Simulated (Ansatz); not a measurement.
Calculation log, SrO (Fm-3m) (quasi-harmonic thermal expansion)

Level of theory: PBEsol, PAW on Ansatz 0.2.0's default frozen-core files (fitted under PBE), scalar-relativistic.

The cell comes from a PAW relaxation under the same functional.

Launched as:

```sh
ansatz run input.yaml --threads 2 --pin off --max-ram 5120MiB --backend cpu --events-out ev --progress --plain --runs-dir out
```

Input file:

```yaml
crystal:
  lattice:
    - [0.0, 2.56144391088, 2.56144391088]
    - [2.56144391088, 0.0, 2.56144391088]
    - [2.56144391088, 2.56144391088, 0.0]
  atoms:
    - { symbol: Sr, position: [0.5, 0.5, 0.5] }
    - { symbol: O, position: [0.0, 0.0, 0.0] }
kpoints:
  mp_grid: { grid: [8, 8, 8] }
scf:
  occupations: { method: fixed }
hamiltonian:
  xc: pbesol
  pseudopotentials: { kind: paw }
phonons:
  qmesh: [4, 4, 4]
  thermal_expansion: {}
  temperatures: { t_min: 0, t_max: 600, t_step: 50 }
```

The program printed:

```
Warning: RAYON_NUM_THREADS=2 ignored (pool sized by the plan → 2); use --threads N
The last accepted step is kept in <dir> (removed where the run ends without a failure and the disk answers)
Engine: ansatz 0.2.0, x86_64-unknown-linux-gnu
Pseudopotentials: kind: paw
Pseudopotential: Sr, paw, valence charge 10, recommended cutoff 420 eV (normal), Sr.paw.azcp
Pseudopotential: O, paw, valence charge 6, recommended cutoff 420 eV (normal), O.paw.azcp
Functional definition: PBEsol
  exchange = pbesol_x
  correlation = pbesol_c
Crystal: 2 atoms, lattice volume = 33.611 Å³
Basis set: ecut = 487.2 eV, 869 PW (Γ), exchange–correlation on 54×54×54 points (8 copies of the dense FFT grid, shifted against one another)
Bands: 12, of which v1, the nominal top of the filled ones, is band 8 counted from 1 (7 counted from 0)
Symmetry: 48 space group operations
Space group: Fm-3m (ITA 225), of the structure as read, at distance tolerance 3.2e-5 Å
k-points: 29 of 512
Non-local potential: Sr, projectors of the file, l = 0: 3, l = 1: 2, l = 2: 2
Non-local potential: O, projectors of the file, l = 0: 2, l = 1: 2, l = 2: 1
[... 83 lines left out ...]
   100.00    3.63111    3.63111    3.63111    33.8534 |    7.68    7.68    7.68   23.04 |   36.03 |    25.554    25.456 |    90.75    91.10
   200.00    3.63494    3.63494    3.63494    33.9606 |   12.53   12.53   12.53   37.58 |   40.71 |    40.861    40.350 |    88.45    89.57
   298.15    3.63979    3.63979    3.63979    34.0968 |   14.46   14.46   14.46   43.37 |       - |    46.122    45.133 |    85.88    87.77
   350.00    3.64259    3.64259    3.64259    34.1755 |   15.14   15.14   15.14   45.42 |   44.48 |    47.620    46.365 |    84.46    86.75
   450.00    3.64831    3.64831    3.64831    34.3369 |   16.24   16.24   16.24   48.72 |   46.36 |    49.526    47.723 |    81.63    84.71
   550.00    3.65443    3.65443    3.65443    34.5098 |   17.26   17.26   17.26   51.77 |   48.10 |    50.847    48.438 |    78.66    82.57
   600.00    3.65763    3.65763    3.65763    34.6006 |   17.77   17.77   17.77   53.31 |   48.95 |    51.413    48.673 |    77.12    81.46
  the static fit leaves 0.001 meV an atom of the energies and, of the stresses, 0.000 GPa of each cell's largest along a strain (root mean squares over the cells), whose Pulay part it has at -0.011 GPa
  vibrations' free energy: its fit passes through its cells
  the electrons' free energy at temperature is not in it: every band gap is over 0.62 eV
  free energies summed between the sampled wave vectors
  estimated error of the fitted expansion in any direction: up to 0.038e-6/K, at 600 K, with few degrees of freedom (an estimate, not a bound: it was exceeded on models of known expansion)
  by sums over the sampled wave vectors an expansion of the volume parts by up to 0.19e-6/K
  by a static energy of one degree less an expansion of the volume parts by up to 0.07e-6/K
  band gaps on the cells' k-points are 3.174 to 3.227 eV
```

The run converged.

Head of thermal_expansion.tsv:

```
# thermal expansion in the quasi-harmonic approximation; lengths in Å, angles in degrees, expansions in K^-1, heat capacities and entropies in eV/K of the cell, energies in eV of the cell
# pressure_gpa: 0
# no lower state was reached at cell 4
# cell 1, search: [[0.0, 2.56144391088, 2.56144391088], [2.56144391088, 0.0, 2.56144391088], [2.56144391088, 2.56144391088, 0.0]] Å
# cell 2, search: [[0.0, 2.58193546216704, 2.58193546216704], [2.58193546216704, 0.0, 2.58193546216704], [2.58193546216704, 2.58193546216704, 0.0]] Å
# cell 3, search: [[0.0, 2.541114990952381, 2.541114990952381], [2.541114990952381, 0.0, 2.541114990952381], [2.541114990952381, 2.541114990952381, 0.0]] Å
# cell 4, equilibrium: [[0.0, 2.5613730286978513, 2.5613730286978513], [2.5613730286978513, 0.0, 2.5613730286978513], [2.5613730286978513, 2.5613730286978513, 0.0]] Å
# cell 5, direction_probe: [[0.0, 2.5741798938413405, 2.5741798938413405], [2.5741798938413405, 0.0, 2.5741798938413405], [2.5741798938413405, 2.5741798938413405, 0.0]] Å
# cell 6, path: [[0.0, 2.583248712451217, 2.583248712451217], [2.583248712451217, 0.0, 2.583248712451217], [2.583248712451217, 2.583248712451217, 0.0]] Å
# cell 7, path: [[0.0, 2.594256516784805, 2.594256516784805], [2.594256516784805, 0.0, 2.594256516784805], [2.594256516784805, 2.594256516784805, 0.0]] Å
# cell 8, static_along: [[0.0, 2.535950128658054, 2.535950128658054], [2.535950128658054, 0.0, 2.535950128658054], [2.535950128658054, 2.535950128658054, 0.0]] Å
# cell 9, static_along: [[0.0, 2.5486298793013447, 2.5486298793013447], [2.5486298793013447, 0.0, 2.5486298793013447], [2.5486298793013447, 2.5486298793013447, 0.0]] Å
# cell 10, static_along: [[0.0, 2.6108562358378773, 2.6108562358378773], [2.6108562358378773, 0.0, 2.6108562358378773], [2.6108562358378773, 2.6108562358378773, 0.0]] Å
# free energies summed between the sampled wave vectors
# fit_thermal_expansion_error: an estimate, not a bound: it was exceeded on models of known expansion
# T[K]	a	b	c	alpha	beta	gamma	volume	a_expansion	b_expansion	c_expansion	volumetric_expansion	alpha_rate[deg/K]	beta_rate[deg/K]	gamma_rate[deg/K]	mean_volumetric_expansion	C_P	C_V	entropy	helmholtz_free_energy	gibbs_fre
```

Thermal expansion:

Quasi-harmonic lattice of a crystal by Kohn-Sham DFT: finite-displacement phonons on strained cells about the given cell, electrons' free energy included in metals.

```tsv
temperature (K)	volume expansion coefficient (×10⁻⁶/K)	volume over given cell less one (%)	heat capacity constant pressure (k_B/atom)	isothermal bulk modulus (GPa)	grueneisen parameter
50	8.146	0.6401	0.5676	91.5	1.61
100	23.04	0.7206	1.537	90.75	1.675
150	32.25	0.8621	2.127	89.67	1.683
200	37.58	1.039	2.457	88.45	1.685
250	40.99	1.239	2.653	87.16	1.689
300	43.45	1.453	2.777	85.83	1.695
350	45.42	1.679	2.864	84.46	1.703
400	47.14	1.914	2.928	83.06	1.713
450	48.72	2.159	2.978	81.63	1.723
500	50.25	2.412	3.021	80.16	1.735
550	51.77	2.674	3.058	78.66	1.747
600	53.31	2.944	3.092	77.12	1.76
```

Caveats: frozen-core PAW files fitted under PBE, their cores solved anew for the functional of the run; expansion moves with the q mesh.

Time and hardware: 5.9 min on 2 threads of AMD EPYC 9R45 96-Core Processor (Zen 5), on a shared host, peak memory 0.92 GiB.
